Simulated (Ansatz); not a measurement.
# BaTiO3 (P1) in Ansatz: a series of runs

Aim: see how the results for BaTiO3 move with the level of theory and the settings. Levels: PBE+D3(BJ), PBE. Tasks: relaxation of cell and atoms, single point.

All numbers are computed with Ansatz 0.2.0; they aren't measurements. Logs are shortened: lines on timing, memory, paths and dates and some standing lists are left out, and cuts for length are marked.

### Step 1. Starting point

The typed cell holds 10 atoms: a = 4.000 Å, b = 4.000 Å, c = 8.036 Å, α = 90.00°, β = 90.00°, γ = 90.00°.

### Step 2. Relaxation of cell and atoms, PBE+D3(BJ)

input.yaml reads:

```yaml
crystal:
  lattice:
    - [3.9998, 0.0, 0.0]
    - [0.0, 3.9998, 0.0]
    - [0.0, 0.0, 8.036]
  atoms:
    - { symbol: Ba, position: [0.99933387, 0.00148967, 0.00205798] }
    - { symbol: Ba, position: [0.00066613, 0.99851033, 0.49794202] }
    - { symbol: Ti, position: [0.48935347, 0.49786156, 0.23992239] }
    - { symbol: Ti, position: [0.51064653, 0.50213844, 0.74207761] }
    - { symbol: O, position: [0.50279005, 0.50209599, 0.01077264] }
    - { symbol: O, position: [0.49720995, 0.49790401, 0.50522736] }
    - { symbol: O, position: [0.50567457, 0.00167772, 0.25809841] }
    - { symbol: O, position: [0.49432543, 0.99832228, 0.75690159] }
    - { symbol: O, position: [0.00776503, 0.499712, 0.26264036] }
    - { symbol: O, position: [0.99223497, 0.500288, 0.75235964] }
hamiltonian:
  xc: pbe
  pseudopotentials: { kind: paw }
  dispersion: d3bj
kpoints:
  mp_grid: { grid: [7, 7, 4] }
scf:
  occupations: { method: fermi_dirac, width: 0.05 }
output:
  forces: true
  stress: true
  eigenvalues: true
relax:
  f_tol: 0.01
  max_steps: 40
  cell: { stress_tol: 0.05 }
```

Potentials or basis: Ansatz PAW.

The run is started by

```bash
ansatz run input.yaml --threads 4 --pin off --max-ram 11264MiB --backend cpu --events-out ev --progress --plain --runs-dir out
```

Standard output:

```text
Warning: RAYON_NUM_THREADS=4 ignored (pool sized by the plan → 4); use --threads N
Engine: ansatz 0.2.0, aarch64-unknown-linux-gnu
Pseudopotentials: kind: paw
Pseudopotential: Ba, paw, valence charge 10, recommended cutoff 420 eV (normal), Ba.paw.azcp
Pseudopotential: Ti, paw, valence charge 12, recommended cutoff 420 eV (normal), Ti.paw.azcp
Pseudopotential: O, paw, valence charge 6, recommended cutoff 420 eV (normal), O.paw.azcp
Functional definition: PBE
  parameter kappa = 0.804
  parameter beta = 0.06672455060314922
  exchange = pbe_x(kappa = kappa, mu = beta*pi^2/3)
  correlation = pbe_c(beta = beta)
Crystal: 10 atoms, lattice volume = 128.563 Å³
Basis set: ecut = 420 eV, 2475 PW (Γ), exchange–correlation on 54×54×108 points (8 copies of the dense FFT grid, shifted against one another)
Bands: 50, of which v1, the nominal top of the filled ones, is band 40 counted from 1 (39 counted from 0)
Symmetry: 1 space group operations
Space group: P1 (ITA 1), of the structure as read, at distance tolerance 5.0e-5 Å
k-points: 99 of 196 (time reversal used)
Non-local potential: Ba, projectors of the file, l = 0: 3, l = 1: 2, l = 2: 2, l = 3: 2
Non-local potential: Ti, projectors of the file, l = 0: 3, l = 1: 2, l = 2: 3, l = 3: 1
Non-local potential: O, projectors of the file, l = 0: 2, l = 1: 2, l = 2: 1
PAW form: soft (Blöchl's): semilocal exchange-correlation on the pseudo side does not see the compensation charge
PAW one-centre angular grid: Ba, 194 points (default); XC on 64 Gauss nodes
PAW one-centre angular grid: Ti, 590 points (default); XC on 64 Gauss nodes
PAW one-centre angular grid: O, 110 points (default); XC on 64 Gauss nodes
Initial density: superposition of atomic densities (neutral atoms: chi_scale 0, normalization atom), corrected by the library's trained network
Initial wavefunctions: pseudopotential atomic-orbital guess
Functional: x = pbe(κ = 0.804, μ = 0.2195149727645171), c = pbe(β = 0.06672455060314922)
SCF iter   1: F=—  HF=-20321.764036 eV  |F-HF|=—  |Δ(HF+E_count)|=         —  Δρ=1.70e-3  dr2=3.16e-3  ethr=1.77e-3  ⟨swp⟩=7.1  Hψ=21177  notcnv=0
preconditioner: auto → Resta (q_TF=auto, 2.521 Å⁻¹)  ε∞=5.8  [insulator: Δε(μ)=2.026 eV  Ē_g=11.933 eV  σ=0.050 eV  W_gap=1.00  n_scr=38 (ndim 8)  ℏωp=26.2 eV  f_vac=0.000  D(μ)=0.00/eV (n_scr^D=0)  ε∞_Penn≈5.8]
SCF iter   2: F=—  HF=-20321.763578 eV  |F-HF|=—  |Δ(HF+E_count)|=   4.57e-4  Δρ=8.13e-4  dr2=6.86e-4  ethr=3.95e-6  ⟨swp⟩=2.0  Hψ=9599  notcnv=0  defer=3
SCF iter   3: F=—  HF=-20321.763864 eV  |F-HF|=—  |Δ(HF+E_count)|=   2.86e-4  Δρ=1.71e-4  dr2=5.82e-5  ethr=8.57e-7  ⟨swp⟩=2.4  Hψ=6628  notcnv=0  defer=3
SCF iter   4: F=—  HF=-20321.762829 eV  |F-HF|=—  |Δ(HF+E_count)|=   1.04e-3  Δρ=7.11e-5  dr2=1.15e-5  ethr=7.28e-8  ⟨swp⟩=2.2  Hψ=8527  notcnv=0  defer=3
SCF iter   5: F=—  HF=-20321.762827 eV  |F-HF|=—  |Δ(HF+E_count)|=   1.67e-6  Δρ=2.15e-5  dr2=5.94e-7  ethr=1.43e-8  ⟨swp⟩=2.6  Hψ=7547  notcnv=0  defer=3
SCF iter   6: F=-20321.762827 eV  HF=-20321.762827 eV  |F-HF|=2.38e-9  |Δ(HF+E_count)|=   7.08e-8  Δρ=4.40e-6  dr2=2.14e-8  ethr=1.25e-10  ⟨swp⟩=10.6  Hψ=24477  notcnv=0
SCF 1 converged in 6 iterations: F = -20321.762827 eV  dr2 = 2.14e-8
relax step   1: F+E_penalty+E_count = -20321.76282730 eV  Δ(F+E_penalty+E_count) = +0.000e0 eV  max|allowed force component| = 9.585e-1 eV/Å  Δτ_max = 0.0000 Å  P = -0.291 GPa  Ω = 128.563 Å³  (6 SCF iters, dr2 threshold 1.00e-7 eV, accepted)
Crystal: 10 atoms, lattice volume = 128.828 Å³
Basis set: ecut = 420 eV, 2495 PW (Γ), exchange–correlation on 54×54×108 points (8 copies of the dense FFT grid, shifted against one another)
Initial density: handed on by an earlier stage of this run
Initial wavefunctions: those handed on with the density
iter 1 solved again at ethr=2.22e-4 eV; its pass at ethr=3.10e-3 eV (dr2=1.77e-1 eV) is discarded
SCF iter   1: F=—  HF=-20321.782265 eV  |F-HF|=—  |Δ(HF+E_count)|=         —  Δρ=7.99e-3  dr2=1.77e-1  ethr=2.22e-4  ⟨swp⟩=1.3  Hψ=22841  notcnv=0
preconditioner: auto → Resta (q_TF=auto, 2.520 Å⁻¹)  ε∞=5.8  [insulator: Δε(μ)=1.314 eV  Ē_g=11.956 eV  σ=0.050 eV  W_gap=1.00  n_scr=38 (ndim 8)  ℏωp=26.2 eV  f_vac=0.000  D(μ)=0.00/eV (n_scr^D=0)  ε∞_Penn≈5.8]
SCF iter   2: F=—  HF=-20321.752687 eV  |F-HF|=—  |Δ(HF+E_count)|=   2.96e-2  Δρ=3.78e-3  dr2=5.26e-2  ethr=2.22e-4  ⟨swp⟩=2.7  Hψ=6278  notcnv=0
SCF iter   3: F=—  HF=-20321.740422 eV  |F-HF|=—  |Δ(HF+E_count)|=   1.23e-2  Δρ=7.75e-4  dr2=1.91e-3  ethr=6.57e-5  ⟨swp⟩=2.7  Hψ=8040  notcnv=0
[... 132 lines left out ...]
SCF iter   6: F=—  HF=-20321.832488 eV  |F-HF|=—  |Δ(HF+E_count)|=  1.86e-10  Δρ=4.71e-7  dr2=1.45e-10  ethr=1.00e-12  ⟨swp⟩=5.9  Hψ=18857  notcnv=0
SCF iter   7: F=-20321.832488 eV  HF=-20321.832488 eV  |F-HF|=7.28e-12  |Δ(HF+E_count)|=  3.64e-11  Δρ=1.85e-7  dr2=2.10e-11  ethr=1.00e-12  ⟨swp⟩=4.0  Hψ=14926  notcnv=0
SCF 12 converged in 7 iterations: F = -20321.832488 eV  dr2 = 2.10e-11
relax step  12: F+E_penalty+E_count = -20321.83248834 eV  Δ(F+E_penalty+E_count) = -1.189e-4 eV  max|allowed force component| = 6.556e-4 eV/Å  Δτ_max = 0.0000 Å  P = +0.002 GPa  Ω = 129.542 Å³  stress off target by 5.03e-3 GPa  SCF on the basis re-selected at this cell (its energy is not comparable with the rows above)  (7 SCF iters)
basis re-selected at this cell: Δ(F+E_penalty+E_count) = -1.189e-4 eV, ΔP = +0.000 GPa vs the last step (what re-selecting the basis moved, of the pressure what is left beyond the Pulay correction that the steps carried, after the strain that the cell walked since its last selection, with what the two solves' SCF thresholds leave and, on support functions, any second-order correction that the steps lacked; it is no measure of the basis error at this ecutwfc). This SCF's stress stands 5.03e-3 GPa from its target on what of the cell is left free (relax.cell.stress_tol is 5.00e-2 GPa) and its largest allowed force component is 6.56e-4 eV/Å (relax.f_tol is 1.00e-2 eV/Å): within both
SCF converged after 7 iterations
Free energy (F): -20321.832488 eV
Harris-Foulkes:  -20321.832488 eV  (|F-HF|=7.28e-12)
Internal energy: -20321.832488 eV  (E = F + TS)
E sigma→0 (E₀):  -20321.832488 eV
Fermi energy:    11.306759 eV
--- Per-component energies (eV) ---
  E_band       = -289.745857
  E_kinetic    = 1941.811584
  E_local      = -4257.324440  (includes V_loc(G=0)·N_el)
  E_nonlocal   = 407.718669
  E_hartree    = 1664.759115
  E_xc         = -983.176395
  E_vxc        = -1092.569136  (∫ρ·V_xc dr)
  E_paw        = -13489.738675  (= ΣΔE_a)
  E_vpaw       = -618.915402  (= ΣTr[D̂ρ^β])
  E_aug_tail   = 0.014717  (compensation charges beyond the density's cutoff)
  E_ewald      = -5603.273366
  E_disp       = -2.623696  (pairwise vdW)
  E_smearing   = -0.000000  (= −TS)
  E_closure    = 0.000000  (closes the sum)
  Σ components = -20321.832488   (vs F -20321.832488, Δ=0.00e0)
--- Forces (eV/Å), atoms counted from 1 ---
  atom   1  Ba    -0.00001214    -0.00022788     0.00047190
  atom   2  Ba    -0.00006411    -0.00013410     0.00020323
  atom   3  Ti    -0.00008595     0.00021653    -0.00039864
  atom   4  Ti    -0.00010945     0.00015331     0.00015054
  atom   5  O     -0.00014591    -0.00003891    -0.00065629
  atom   6  O      0.00015794     0.00009988    -0.00048224
  atom   7  O      0.00005902    -0.00016908     0.00020913
  atom   8  O      0.00012064    -0.00010976    -0.00009679
  atom   9  O     -0.00004647     0.00017503     0.00044395
  atom  10  O      0.00012643     0.00003498     0.00014795
  max |Σ_I F_I| component: 7.26e-6 eV/Å
--- Stress (GPa, compression-positive) ---
        0.002052      -0.000848       0.000195
       -0.000848      -0.001507      -0.000256
        0.000195      -0.000256       0.005004
  P = ⅓ Tr σ = 0.0018 GPa (0.018 kbar)
--- Band table (eV; the first three rows and the last of 99) ---
  k-point 0: bands = ["-46.1453", "-46.1446", "-22.4832", "-22.4397", "-22.3882", "-22.3874", "-22.3865", "-22.3857", "-14.5374", "-14.4321", "-6.8537", "-6.6486", "-6.0136", "-5.9562", "-5.9280", "-5.7847", "0.2523", "0.2874", "0.2877", "0.4315", "0.4354", "0.6966", "6.2827", "7.4895", "7.4923", "7.8997", "7.9405", "7.9416", "8.2358", "8.2579", "8.2672", "8.2799", "8.8288", "8.8752", "9.0208", "9.3698", "9.4814", "9.7189", "9.7613", "9.7737", "12.3979", "12.4409", "12.5892", "12.6433", "13.9309", "13.9394", "14.5295", "14.5424", "14.5687", "15.1929"]
  k-point 1: bands = ["-46.1452", "-46.1447", "-22.4769", "-22.4462", "-22.3880", "-22.3871", "-22.3867", "-22.3859", "-14.5223", "-14.4479", "-6.8085", "-6.6557", "-6.0085", "-5.9521", "-5.9322", "-5.8390", "0.3077", "0.3079", "0.3159", "0.4096", "0.4152", "0.6327", "6.5041", "7.5638", "7.5739", "7.6553", "7.8934", "7.8950", "8.2761", "8.3099", "8.3283", "8.4375", "8.7084", "8.7620", "8.9131", "9.4139", "9.4711", "9.5194", "9.6651", "9.7298", "12.4152", "12.4806", "12.8045", "12.8058", "13.7454", "13.7506", "14.5332", "14.5414", "14.9223", "15.4597"]
  k-point 2: bands = ["-46.1450", "-46.1449", "-22.4616", "-22.4615", "-22.3874", "-22.3873", "-22.3866", "-22.3865", "-14.4855", "-14.4854", "-6.7135", "-6.7134", "-5.9480", "-5.9478", "-5.9422", "-5.9421", "0.3562", "0.3563", "0.3578", "0.3580", "0.4794", "0.4795", "7.0589", "7.0591", "7.7534", "7.7535", "7.7538", "7.7539", "8.3765", "8.3767", "8.4483", "8.4484", "8.7086", "8.7087", "8.9135", "8.9136", "9.5377", "9.5379", "9.6212", "9.6213", "12.4559", "12.4559", "13.2825", "13.2826", "13.2906", "13.2906", "14.5383", "14.5383", "15.6163", "15.6164"]
  k-point 98: bands = ["-46.1441", "-46.1437", "-22.4731", "-22.4435", "-22.4376", "-22.4356", "-22.3955", "-22.3943", "-14.3992", "-14.3533", "-6.6981", "-6.3283", "-5.9571", "-5.9390", "-5.8441", "-5.7597", "0.1307", "0.1516", "0.2820", "0.4222", "0.4854", "0.5813", "6.1509", "6.2986", "6.5818", "6.7180", "7.1920", "7.4493", "7.4712", "7.5552", "7.7153", "7.8466", "8.2018", "8.5175", "9.0110", "9.1741", "9.2266", "9.2686", "9.4064", "9.8830", "13.0065", "13.7953", "13.8767", "13.8976", "13.9815", "14.1941", "15.1412", "15.8114", "16.5108", "17.4622"]
--- Relaxed structure (9 steps of the walk, 7 accepted, 3 SCFs on fresh bases) ---
  F+E_penalty+E_count = -20321.83248834 eV   max|allowed force component| = 6.556e-4 eV/Å   (the final SCF, on the basis selected at the relaxed cell)
  cell:  # Å, volume = 129.5416 Å³
    - [3.991169253510218, 0.0027617280440706098, -1.0842685188357926e-5]
    - [0.0027617280440706098, 3.991558918952197, 8.3458711170255e-6]
    - [-2.178404374559835e-5, 1.6767693458777164e-5, 8.131425118162484]
  atoms:
    - { symbol: Ba, position: [0.9977603526088641, -0.002255187565870779, -0.002398009557771891] }
    - { symbol: Ba, position: [0.0022523068350848827, 1.0022598891238255, 0.497603356783674] }
    - { symbol: Ti, position: [0.4870384914800525, 0.4869302061324521, 0.23976859221944544] }
    - { symbol: Ti, position: [0.512988211093663, 0.5130436079054146, 0.739766695154416] }
    - { symbol: O, position: [0.4997148495101929, 0.4997134437141293, 0.012561655000297066] }
    - { symbol: O, position: [0.5002805452933389, 0.5002915905107118, 0.5125600152121967] }
    - { symbol: O, position: [0.50624444701638, 0.009708683355792964, 0.2570319634041718] }
    - { symbol: O, position: [0.4937388013719383, 0.9903076666917862, 0.7570338141000859] }
    - { symbol: O, position: [0.009627066888219573, 0.5062916998111264, 0.2570346055890867] }
    - { symbol: O, position: [0.9903549279022662, 0.4937084003206327, 0.7570373120943994] }
```

It took 4.8 min on 4 threads of Arm Neoverse V1, shared host; peak memory 0.8 GiB.

What came out:

```yaml
Free_energy: -20321.8325 eV
Relaxed_volume: 12.95 Å³/atom
Relaxed_cell: a = 3.991 Å, b = 3.992 Å, c = 8.131 Å, α = 90.00°, β = 90.00°, γ = 89.92°
Space_group_after_relaxing_to_0.05_Å: Cmc2_1 (No. 36)
Energy_gained_by_relaxing: 7.0 meV/atom
Ionic_steps: 10
Pressure_after_relaxing: 0.0 GPa
Band_gap_on_the_k_mesh: 2.28 eV
```

Step by step:
```
step  energy change (eV)  largest force (eV/Å)  volume (Å³)
   1              0.0000                0.9611       128.56
   2             -0.0632                0.0865       128.36
   3             -0.0637                0.0976       129.61
   4             -0.0650                0.0893       129.44
   5             -0.0659                0.0031       129.45
   6             -0.0696                0.0031       129.45
   7             -0.0694                0.0058       129.51
   8             -0.0696                0.0058       129.51
   9             -0.0695                0.0007       129.54
  10             -0.0697                0.0007       129.54
```

Final structure:
```cif
data_structure
_symmetry_space_group_name_H-M 'P 1'
_symmetry_Int_Tables_number 1
_cell_length_a 3.9912
_cell_length_b 3.9916
_cell_length_c 8.1314
_cell_angle_alpha 90.000
_cell_angle_beta 90.000
_cell_angle_gamma 89.921
_cell_volume 129.54
loop_
_atom_site_label
_atom_site_type_symbol
_atom_site_fract_x
_atom_site_fract_y
_atom_site_fract_z
_atom_site_occupancy
Ba1 Ba 0.99776 0.99774 0.99760 1
Ba2 Ba 0.00225 0.00226 0.49760 1
Ti1 Ti 0.48704 0.48693 0.23977 1
Ti2 Ti 0.51299 0.51304 0.73977 1
O1 O 0.49971 0.49971 0.01256 1
O2 O 0.50028 0.50029 0.51256 1
O3 O 0.50624 0.00971 0.25703 1
O4 O 0.49374 0.99031 0.75703 1
O5 O 0.00963 0.50629 0.25703 1
O6 O 0.99035 0.49371 0.75704 1
```

Levels at points of the mesh, in eV from the valence-band top:
```
            k point  band 38  band 39  band 40  band 41  band 42  band 43
 (0.00, 0.00, 0.00)    -0.40    -0.35    -0.34     2.28     2.33     2.48
(0.00, 0.00, -0.50)    -0.58    -0.49    -0.49     2.34     2.34     3.17
```

Caveat: odd divisions of the mesh miss points on the zone boundary, where band edges often lie, so the gap on the mesh can be too wide; the plane-wave basis is chosen anew once the cell has moved, so the energies of steps on either side of that aren't comparable; the pressure holds a Pulay correction of +0.5 GPa for the finite cutoff; spin-orbit coupling is left out, which moves the levels of the heavy elements.

### Step 3. Single point, PBE

input.yaml: that of step 2 with these lines changed.

```diff
@@ -19,3 +19,2 @@
   pseudopotentials: { kind: paw }
-  dispersion: d3bj
 kpoints:
@@ -24,2 +23,4 @@
   occupations: { method: fermi_dirac, width: 0.05 }
+basis:
+  ecutwfc: "300 eV"
 output:
@@ -28,5 +29 @@
   eigenvalues: true
-relax:
-  f_tol: 0.01
-  max_steps: 40
-  cell: { stress_tol: 0.05 }
```

Potentials or basis: Ansatz PAW.

The run is started by

```bash
ansatz run input.yaml --threads 4 --pin off --max-ram 11264MiB --backend cpu --events-out ev --progress --plain --runs-dir out
```

It took 12 s on 4 threads of Arm Neoverse V1, shared host; peak memory 0.57 GiB.

It converged, with:

| Item | Value |
| --- | --- |
| Free energy | -20315.9892 eV |
| Pressure | 2.4 GPa |
| Largest force | 1.083 eV/Å |
| Band gap on the k mesh | 2.01 eV |

Forces in eV/Å, atoms in the order of the input:
```
Ba  -0.027 -0.033 -0.240
Ba   0.023  0.035 -0.025
Ti  -0.194 -0.049  0.739
Ti   0.214  0.050 -0.937
O   -0.061 -0.042 -0.090
O    0.089  0.051  1.078
O   -0.018  0.028 -0.333
O    0.011 -0.035  0.084
O    0.219  0.024 -0.537
O   -0.257 -0.028  0.261
```

Stress tensor (GPa, compression positive):
```
2.24 0.02 0.09
0.02 1.78 0.00
0.09 0.00 3.21
```

Levels at points of the mesh, in eV from the valence-band top:
```tsv
k point	band 38	band 39	band 40	band 41	band 42	band 43
(0.00, 0.00, 0.00)	-0.25	-0.25	-0.21	2.01	2.11	2.23
(0.00, 0.00, -0.50)	-0.48	-0.41	-0.35	2.05	2.09	2.88
```

Caveat: odd divisions of the mesh miss points on the zone boundary, where band edges often lie, so the gap on the mesh can be too wide; the pressure holds a Pulay correction of +24.0 GPa for the finite cutoff; spin-orbit coupling is left out, which moves the levels of the heavy elements; forces of over 1 eV/Å show positions far from the minimum, so gaps and moduli don't describe the material at rest; the cutoff lies under the one recommended for these potentials. A k mesh can miss the band edges.
